**Q:** When I compress a crystal of gallium arsenide, I picture a spring: each further cut in volume should cost the same further pressure. Does your calculation agree?

**A:** Here are six cells of the crystal, squeezed equally from all sides and treated with a hybrid density functional. The volume is counted per atom, and the repeating cell holds one gallium and one arsenic atom.

GaAs (space group F-43m) computed with Ansatz 0.2.0 using the HSE06 hybrid functional, PAW potentials, a 420 eV plane-wave cutoff and a 6×6×6 k mesh, without spin polarisation. The cells are the r2SCAN-optimised one and uniform compressions of it, with atoms held fixed. Pressure is positive in compression; the program warns of loose convergence thresholds for the stress.

```
volume (Å³/atom)  shortest distance (Å)  pressure (GPa)
          20.536                  2.372          10.200
          20.754                  2.380           9.100
          20.818                  2.382           8.700
          20.979                  2.389           7.900
          21.076                  2.392           7.400
          22.739                  2.454           0.600
```

Follow three rows, which I shall call by their volumes: 22.739, 21.076 and 20.754. Between the first two, the pressure rises by about 4 GPa for each Å³ taken from an atom. Between the last two it rises by about 5 GPa for each Å³. The spring stiffens as it is pressed.

**Q:** The steps look uneven to me. Between 20.754 and 20.818 the pressure changes far too steeply. Does something happen in the crystal there?

**A:** That jump comes from the printing. The pressures are rounded to 0.1 GPa, and these two volumes differ by only 0.064 Å³. Rounding alone can therefore shift the slope by up to $0.1/0.064\approx1.6$ GPa per Å³. With more decimals from the same runs, the slope of this step falls from 6.25 to 5.28 GPa per Å³, and it then lies between those of its neighbours. A little unevenness remains, no more than a scatter of one or two hundredths of a GPa in the pressures would produce over such narrow steps.

**Q:** Your stresses carry a warning of loose convergence. Why should I trust the curvature?

**A:** Because the total energies tell the same story. Pressure is the energy gained per volume removed, so an energy difference between two cells gives the mean pressure between them. I compared these values with a smooth curve drawn through the stresses. In the worst of the five steps the two routes give 7.70 and 7.66 GPa, a disagreement far smaller than the stiffening.

**Q:** Then what pushes back when I squeeze?

**A:** Mostly the motion of the electrons, held in check by electrical attraction. From 22.739 to 20.754 the kinetic energy rises by 2.82 eV per cell. Electrostatic, exchange and correlation energy together fall by 3.14 eV, and the remaining terms, which belong largely to the regions close to the nuclei, rise by 0.43 eV. What is left is a rise of only 0.11 eV, and this small remainder is the work you do against the pressure.

One caution belongs here. The calculation describes the electrons by smooth orbitals and adds corrections near the nuclei, and those corrections hold some kinetic energy too. The division into parts is therefore a guide to what happens, while the total doesn't depend on it.

**Q:** Why should electrons move faster in a smaller cell?

**A:** An electron confined to less room has a shorter wavelength and so a higher kinetic energy. The exclusion principle makes this costly, since the electrons can't all settle in the lowest state. You can estimate the size by treating the eight valence electrons of a cell as a free gas.

At 22.739 the cell has a volume of $2\times22.739\approx45.5$ Å³, so the density is $n=8/45.5\approx0.176$ electrons per Å³. The highest filled level then lies at

$$E_F=\frac{\hbar^2}{2m}(3\pi^2n)^{2/3}\approx 11.4\ \text{eV},$$

where $m$ is the electron mass. The average electron has three fifths of this energy, which makes about 55 eV for all eight.

The kinetic energy of such a gas grows as $V^{-2/3}$, where $V$ is the volume. On going to 20.754 it is multiplied by $(22.739/20.754)^{2/3}\approx1.063$, so it rises by about 3.5 eV. The full calculation gave 2.8 eV for the smooth orbitals. A crude gas thus comes within about a quarter of that figure, with no constant adjusted to the table. The match is partly luck, because the smooth orbitals also include the filled d shells, while the kinetic energy held in the corrections is left out.

**Q:** But the attraction grows as well. Why doesn't it keep pace?

**A:** Because it depends less steeply on distance. Shrink all lengths by one per cent, and Coulomb energies grow by about one per cent, while kinetic energies grow by about two. In terms of volume, attraction follows $V^{-1/3}$ and kinetic energy $V^{-2/3}$, as long as the whole electron cloud shrinks evenly with the crystal. The real cloud doesn't: the kinetic energy of the smooth orbitals, about 218 eV per cell, rises by only 1 per cent where even shrinking would give 6, as expected if the tight d shells hardly follow the lattice. So take the powers as a guide to the direction only. Near equilibrium the two pushes balance, and any squeeze tips the balance towards the kinetic one.

The energy parts point the same way. Between 22.739 and 21.076 the kinetic energy of the smooth orbitals pushes outwards with 112 GPa, and everything else together pulls inwards with 108 GPa. Between 21.076 and 20.754 the figures are 125 and 117 GPa. Both have grown, the push by 12 per cent and the pull by 8, each faster than the simple powers predict. Their difference, about 4 and then about 8 GPa, is by construction the mean pressure of each interval. The pull is a net figure, since it includes the corrections near the nuclei, which push outwards.

**Q:** So gallium arsenide is just a compressed electron gas?

**A:** No, and its stiffness shows where that picture fails. The measure of stiffness is the bulk modulus $B=-V\,dP/dV$, the pressure $P$ needed per fractional loss of volume. If the kinetic push $K$ goes as $V^{-5/3}$ and the pull as $V^{-4/3}$, differentiation gives

$$B=\tfrac13K+\tfrac43P.$$

This explains why a squeezed crystal stiffens, since both $K$ and $P$ rise. For the interval from 22.739 to 21.076, however, it yields only $112/3+4\times3.8/3\approx42$ GPa, and the calculated pressures give 89 GPa.

So this estimate has the right direction but gives only about half the stiffness. The relation itself isn't to blame. For particles that attract and repel by Coulomb's law, the virial theorem gives it without assuming any powers, provided that $K$ counts the kinetic energy of every electron. The calculated stiffness then asks for a push of $3\times89-4\times3.8\approx250$ GPa, more than twice the 112 GPa of the smooth orbitals.

Much of the rest should come from close to the nuclei. The inner shells of the atoms are full, and the valence electrons must keep out of them, which forces rapid wiggles on them near the nuclei. These wiggles carry kinetic energy that a uniform gas doesn't have, and it grows as the cell shrinks and the electrons are pressed towards the cores. The calculation books this part among the corrections, so it is missing from $K$. The corrections as a whole rise by only 0.43 eV, so there it must be largely offset by a stronger attraction to the nuclei. The theorem fixes only the total push, and it also counts the innermost electrons, which the calculation keeps frozen. The share of the wiggles is therefore what I expect and not something the calculation lists.

**Q:** Is there a formula that I can use without all those parts?

**A:** Yes, if you let the crystal supply its own stiffness. Measure the squeeze by $f=\tfrac12[(V_0/V)^{2/3}-1]$, where $V_0$ is the volume at zero pressure, and let the energy rise as $f^2$. The slope of that energy with volume gives the second-order Birch–Murnaghan equation,

$$P=\tfrac32B_0\left[\left(\frac{V_0}{V}\right)^{7/3}-\left(\frac{V_0}{V}\right)^{5/3}\right],$$

with $B_0$ the bulk modulus at zero pressure. In this equation the bulk modulus starts to rise by 4 GPa for every GPa applied.

I fitted its two constants to all six rows, and the output after this text lists the result. The curve misses no pressure by more than about 0.02 GPa. The powers of the electron gas, also with two free constants, miss by up to 0.07 GPa, so the steeper law serves better, though over this range the gap between them is small.

**Q:** What are the two constants, and may I compare them with my press?

**A:** The fit gives $V_0=22.93$ Å³ per atom and $B_0\approx75$ GPa. Both lie slightly beyond the table, because even the largest cell still has a pressure of about 0.6 GPa. Its size was optimised with a different functional, which prefers a somewhat smaller crystal. The other five rows lie close together at high pressure, so this one row largely fixes the low-pressure end. The value of $B_0$ also leans on the assumed rise of 4; a slightly steeper rise would lower it a little. The atoms are also held still, whereas in your press they vibrate, which makes a real crystal a little larger and softer.

**Q:** How wrong would I be if I kept my simple spring?

**A:** Your strict spring, with equal pressure for equal volume, would give $B_0(V_0-V)/V_0$, which is 7.8 GPa for the smallest cell. A constant bulk modulus does a little better. The pressure is then $B_0x$, where $x=\ln(V_0/V)$ is roughly the fraction by which the volume has shrunk. For the smallest cell $x$ is 0.11, and the pressure comes to 8.2 GPa. The calculation gives 10.2 GPa. A fifth of the pressure there comes from the rise of the bulk modulus.

You can repair the spring with one small correction. If the bulk modulus grows by 4 GPa per GPa, it is about $B_0(1+4x)$ after a small squeeze, and adding up the pressure step by step gives

$$P\approx B_0x\,(1+2x).$$

With the fitted constants this returns the pressures of all six rows, taken with their further decimals, to within about 3 per cent. For a similar semiconductor, put in its own $B_0$ and $V_0$; the rise of 4 was assumed and not fitted; it serves well for these six rows, but it should be checked for any other crystal. The rule to keep is that a crystal with such a rise, squeezed by five per cent, needs about ten per cent more pressure than a constant stiffness predicts.

The analysis program printed:

```
fit of p on 6 rows: coefficient of t7 113.9 +/- 0.21, coefficient of t5 -113.3 +/- 0.22; rms 0.0101, worst 20.536 -0.0175, leave-one-out rms 0.0367
fit of p on 6 rows: coefficient of t5 239.6 +/- 1.8, coefficient of t4 -239 +/- 1.8; rms 0.0418, worst 20.536 -0.072, leave-one-out rms 0.172
Steps from the row above:
     row  slope_printed_GPa_per_A3  slope_fuller_GPa_per_A3  bulk_modulus_GPa  mean_P_from_energy_GPa  mean_P_from_curve_GPa
  20.754                     5.046                    5.464             112.8                   9.635                  9.637
  20.818                      6.25                    5.284             109.8                   8.862                  8.887
  20.979                     4.969                    5.163             107.9                   8.334                  8.308
  21.076                     5.155                    4.839             101.8                   7.697                   7.66
  22.739                     4.089                    4.082             89.42                     3.8                  3.814
Largest slope error that rounding can make in the narrowest step, GPa per A3: 1.562
Volume lost from largest to smallest cell, percent: 9.688
Zero-pressure volume of the Birch-Murnaghan curve, A3 per atom: 22.93
Zero-pressure bulk modulus of that curve, GPa: 74.51
Pressure at the smallest cell if the bulk modulus stayed at that value, GPa: 8.205
Extra pressure there from stiffening, GPa: 2.041
Kinetic energy change from 22.739 to 20.754, eV per cell: 2.824
Electrostatic plus exchange-correlation change, same step, eV per cell: -3.138
Non-local and on-site change, same step, eV per cell: 0.4263
Total energy change, same step, eV per cell: 0.112
Kinetic rise of a free gas of 8 electrons per cell, same step, eV: 3.45
Kinetic push between 22.739 and 21.076, then all other parts together, GPa: 111.8, -108
Kinetic push between 21.076 and 20.754, then all other parts together, GPa: 125.1, -116.8
```
